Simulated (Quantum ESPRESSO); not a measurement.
A calculation with Quantum ESPRESSO 7.5 of Ir (native input, structure typed inline):

The input pw.in:

```
&CONTROL
  calculation = 'scf'
  prefix = 'pwscf'
  outdir = './tmp'
  pseudo_dir = './pseudo'
  tprnfor = .true.
  tstress = .true.
  disk_io = 'low'
/
&SYSTEM
  ibrav = 0
  celldm(1) = 8
  nat = 2
  ntyp = 1
  ecutwfc = 45
  ecutrho = 360
  nbnd = 22
  occupations = 'smearing'
  smearing = 'fd'
  degauss = 0.00367493
/
&ELECTRONS
  conv_thr = 4d-10
  electron_maxstep = 120
  mixing_beta = 0.5
/
ATOMIC_SPECIES
Ir   192.2170 ir_pbesol_v1.2.uspp.F.UPF
CELL_PARAMETERS alat
  0.6499188357679   0.0000000000000   0.0000000000000
 -0.3249594178840   0.5628462221649   0.0000000000000
  0.0000000000000   0.0000000000000   1.0540632485820
ATOMIC_POSITIONS crystal
Ir     0.3333333333    0.6666666667    0.2500000000
Ir     0.6666666667    0.3333333333    0.7500000000
K_POINTS automatic
11 11 6 0 0 0
```

Contents of pp_density.in:

```
&INPUTPP
  prefix = 'pwscf'
  outdir = './tmp'
  filplot = 'density.dat'
  plot_num = 0
/
&PLOT
  nfile = 1
  filepp(1) = 'density.dat'
  iflag = 3
  output_format = 6
  fileout = 'density.cube'
/
```

The input pp_potential.in:

```
&INPUTPP
  prefix = 'pwscf'
  outdir = './tmp'
  filplot = 'potential.dat'
  plot_num = 11
/
&PLOT
  nfile = 1
  filepp(1) = 'potential.dat'
  iflag = 3
  output_format = 6
  fileout = 'potential.cube'
/
```

Potentials or basis: GBRV 1.5 PBEsol.

The run is started by

```bash
$ OMP_NUM_THREADS=1 mpirun -n 2 pw.x -nk 2 -in pw.in > pw.out
$ OMP_NUM_THREADS=1 mpirun -n 1 pp.x -in pp_density.in > pp_density.out
$ OMP_NUM_THREADS=1 mpirun -n 1 pp.x -in pp_potential.in > pp_potential.out
```

This isn't the form of Ir at room conditions, which is fcc.

Problem. Write the same calculation in another form: ASE script, structure from a POSCAR.

Solution. As run:

run.py

```python
import numpy as np
from ase.calculators.espresso import Espresso, EspressoProfile
from ase.io import read

atoms = read('POSCAR')

input_data = {
    'control': {'calculation': 'scf', 'prefix': 'pwscf', 'outdir': './tmp', 'tprnfor': True, 'tstress': True, 'disk_io': 'nowf'},
    'system': {'ecutwfc': 45.0, 'ecutrho': 360.0, 'nbnd': 22, 'occupations': 'smearing', 'smearing': 'fd', 'degauss': 0.00367493},
    'electrons': {'conv_thr': 4e-10, 'electron_maxstep': 120, 'mixing_beta': 0.5},
}
pseudopotentials = {'Ir': 'ir_pbesol_v1.2.uspp.F.UPF'}
profile = EspressoProfile(command='mpirun -n 2 pw.x -nk 2', pseudo_dir='pseudo')
dft = Espresso(profile=profile, input_data=input_data, pseudopotentials=pseudopotentials, kpts=(11, 11, 6), koffset=(0, 0, 0))
atoms.calc = dft

print(f'energy {atoms.get_potential_energy():.8f} eV')
print('forces (eV/A)')
print(np.round(atoms.get_forces(), 6))
print('stress (eV/A^3, Voigt)')
print(np.round(atoms.get_stress(), 8))
print(f'Fermi level {dft.get_fermi_level():.4f} eV')
```

POSCAR

```
Ir
1.0
    2.7513778946      0.0000000000      0.0000000000
   -1.3756889473      2.3827631521      0.0000000000
    0.0000000000      0.0000000000      4.4622900000
Ir
2
Direct
    0.3333333333      0.6666666667      0.2500000000
    0.6666666667      0.3333333333      0.7500000000
```

Potentials or basis: GBRV 1.5 PBEsol.

Run with:

```bash
$ OMP_NUM_THREADS=1 python run.py
```

Both were run:

|  | native input, structure typed inline | ASE script, structure from a POSCAR |
| --- | --- | --- |
| Pressure | -12.4 GPa | -12.4 GPa |
| Band gap on the k mesh | none (metal or under the smearing width) | none (metal or under the smearing width) |

Keys that steer only the numerical path or the files written may differ.
